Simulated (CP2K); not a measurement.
Runs of CP2K 2026.2 on BaTiO3. It takes space group P4mm (No. 99, tetragonal). Conventional cell: a = 4.000 Å, b = 4.000 Å, c = 4.018 Å, α = 90.00°, β = 90.00°, γ = 90.00°. Ba (site symmetry 4mm) is surrounded by 12 O at 2.79 to 2.88 Å. Ti (site symmetry 4mm) is surrounded by 6 O at 1.89 to 2.13 Å. O (site symmetry 2mm) is surrounded by 2 Ti at 2.00 Å. Around O (site symmetry 4mm) lie 2 Ti at 1.89 to 2.13 Å. 

```tsv
task	level	potentials or basis	EPS_DEFAULT	NGRIDS	points a segment of the path (NPOINTS)	bands added on the path	MPI ranks	pressure (GPa)
band structure	r2SCAN	POTENTIAL_UZH Ba GTH-SCAN-q10, Ti GTH-SCAN-q12, O GTH-SCAN-q6; TZVP-MOLOPT-SCAN-GTH basis	1.0E-9	4	10	4	4	1.7
single point	PBEsol	POTENTIAL_UZH Ba GTH-PBE-q10, Ti GTH-PBE-q12, O GTH-PBE-q6; TZVP-MOLOPT-PBE-GTH basis	1.0E-10	5	-	-	4	-1.6
band structure	LDA	GTH_POTENTIALS Ba GTH-PADE-q10, Ti GTH-PADE-q12, O GTH-PADE-q6; TZVP-MOLOPT-PBE-GTH basis	1.0E-10	5	10	6	4	(a)
band structure	PBEsol	POTENTIAL_UZH Ba GTH-PBE-q10, Ti GTH-PBE-q12, O GTH-PBE-q6; TZVP-MOLOPT-PBE-GTH basis	1.0E-10	4	8	6	4	-1.6
```

Alike in all rows: no spin polarisation; cell as given; k mesh 7 × 7 × 7; smearing fermi-dirac 0.05 eV.

Fill in the values left out.

(a) -7.4.

Caveats: the basis of atomic orbitals isn't converged, which shifts pressures, moduli and gaps; the potentials were made for another functional, which shifts forces and pressure (some runs).
